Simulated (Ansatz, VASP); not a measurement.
## Si: VASP beside Ansatz

Contents of INCAR:

```
ALGO = Normal
EDIFF = 1E-6
EDIFFG = -0.01
ENCUT = 600
GGA = CA
IBRION = 2
ISIF = 3
ISMEAR = -1
LASPH = T
LCHARG = F
LREAL = F
LWAVE = F
NELM = 80
NSW = 60
PREC = Accurate
SIGMA = 0.05
```

KPOINTS

```
k-points
0
Gamma
  8 8 8
```

Contents of POSCAR:

```
Si
1.0
    0.0000000000      2.7218511865      2.7218511865
    2.7218511865      0.0000000000      2.7218511865
    2.7218511865      2.7218511865      0.0000000000
Si
2
Direct
    0.5000000000      0.5000000000      0.5000000000
    0.7500000000      0.7500000000      0.7500000000
```

File input.yaml:

```yaml
crystal:
  lattice:
    - [0.0, 2.7218511865, 2.7218511865]
    - [2.7218511865, 0.0, 2.7218511865]
    - [2.7218511865, 2.7218511865, 0.0]
  atoms:
    - { symbol: Si, position: [0.5, 0.5, 0.5] }
    - { symbol: Si, position: [0.75, 0.75, 0.75] }
hamiltonian:
  xc: lda
  pseudopotentials: { kind: paw }
kpoints:
  mp_grid: { grid: [8, 8, 8] }
scf:
  occupations: { method: fermi_dirac, width: 0.05 }
output:
  forces: true
  stress: true
  eigenvalues: true
relax:
  f_tol: 0.01
  max_steps: 40
  cell: { stress_tol: 0.05 }
```

Alike in both runs: task relaxation of cell and atoms; functional LDA; k mesh 8 × 8 × 8; occupations fermi-dirac, width 0.05 eV; no spin polarisation.

```csv
,VASP,Ansatz
version,VASP 6.6.1,Ansatz 0.2.0
potentials or method,"VASP PAW LDA potentials, release 64 (Si)",Ansatz PAW
plane-wave cutoff (eV),600,420
valence electrons in the cell,8,8
```

```csv
,VASP,Ansatz,Ansatz less VASP
"gap on the k mesh at the Fermi level, each at its own relaxed structure (eV)",0.49,0.49,0.000
relaxed volume (Å³/atom),19.72,19.70,-0.013
relaxed cell length with the largest relative difference (Å),3.821,3.820,-0.0009
energy change over the relaxation (meV/atom),-3,-3,-0.1
```

Caveats: the plane-wave basis is chosen anew once the cell has moved, so the energies of steps on either side of that aren't comparable (Ansatz); the PAW data sets come from PBE, with cores solved anew for the run's functional, which leaves a small shift of forces and pressure (Ansatz). A k mesh can miss the band edges. As with any semilocal functional, this LDA gap is likely too small.
